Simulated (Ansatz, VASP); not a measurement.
# InPd in VASP and in Ansatz

```
CELL_PARAMETERS angstrom
3.27188 0.00000 0.00000
0.00000 3.27188 0.00000
0.00000 0.00000 3.27188
ATOMIC_POSITIONS crystal
In 0.00000 0.00000 0.00000
Pd 0.50000 0.50000 0.50000
```

The cell comes from a database or a generator and needn't be the stable form of this composition.

Alike in both runs: task single point; functional PBE; k mesh 16 × 16 × 16; occupations gaussian, width 0.15 eV; no spin polarisation.

```csv
,VASP,Ansatz
version,VASP 6.6.1,Ansatz 0.2.0
potentials or method,"VASP PAW PBE potentials, release 64 (In_d, Pd)","scalar-relativistic, plane waves, PAW"
plane-wave cutoff (eV),520,420
valence electrons in the cell,23,31
```

|  | VASP | Ansatz | Ansatz less VASP |
| --- | --- | --- | --- |
| gap on the k mesh at the Fermi level (eV) | none | none | - |
| pressure (GPa) | 3.7 | 3.7 | -0.03 |

A gap of «none» marks a metal or a gap that the smearing closes. The two sets of potentials don't hold the same shells in valence.
